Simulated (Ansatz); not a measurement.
## MoS2 under changes of volume

One of the cells (17.750 Å³/atom); the others are scaled copies at fixed shape and fractional positions:

```
CELL_PARAMETERS angstrom
1.58550 0.91539 6.11500
-1.58550 0.91539 6.11500
0.00000 -1.83078 6.11500
ATOMIC_POSITIONS crystal
Mo 0.00000 0.00000 0.00000
S 0.25000 0.25000 0.25000
S 0.75000 0.75000 0.75000
```

Measurements of this composition are mostly on another form, of space group No. 194.

| Quantity | Value |
| --- | --- |
| Program | Ansatz 0.2.0 |
| Functional | PBE |
| Potentials or basis | Ansatz PAW |
| Cutoff | 420 eV (not typed: the program's choice for these potentials) |
| k mesh | 10 × 10 × 10 |
| Occupations | fermi-dirac, width 0.05 eV |
| Spin | no spin polarisation |

| volume (Å³/atom) | energy over the lowest point (meV/atom) | pressure (GPa) | largest force (eV/Å) |
| --- | --- | --- | --- |
| 16.685 | ? | ? | ? |
| 17.040 | 73.52 | 15.3 | 1.784 |
| 17.395 | 44.01 | 11.4 | 1.380 |
| 17.750 | 22.67 | 7.9 | 1.005 |
| 18.105 | 8.68 | 4.8 | 0.657 |
| 18.460 | 1.34 | 1.9 | 0.334 |
| 18.815 | 0.00 | -0.6 | 0.034 |

Q: What does the run at 16.685 Å³/atom give?

A: Energy over the lowest point 112.08 meV/atom; pressure 19.6 GPa; largest force 2.221 eV/Å.

Worked out: A Birch-Murnaghan fit of order 3 (a polynomial in V^(-2/3)) to the other rows has its minimum at 18.72 Å³/atom with B0 = V·E''(V) = 132 GPa and B' = 4.3 at fixed shape and positions, which overstates the stiffness. It gives 112.08 meV/atom at 16.685 Å³/atom, against the run's 112.08, and -dE/dV = 19.6 GPa, against 19.6.

Energies are extrapolated to zero smearing.

Caveats: the cell's inner coordinates are idealised or old, which leaves forces on the atoms.
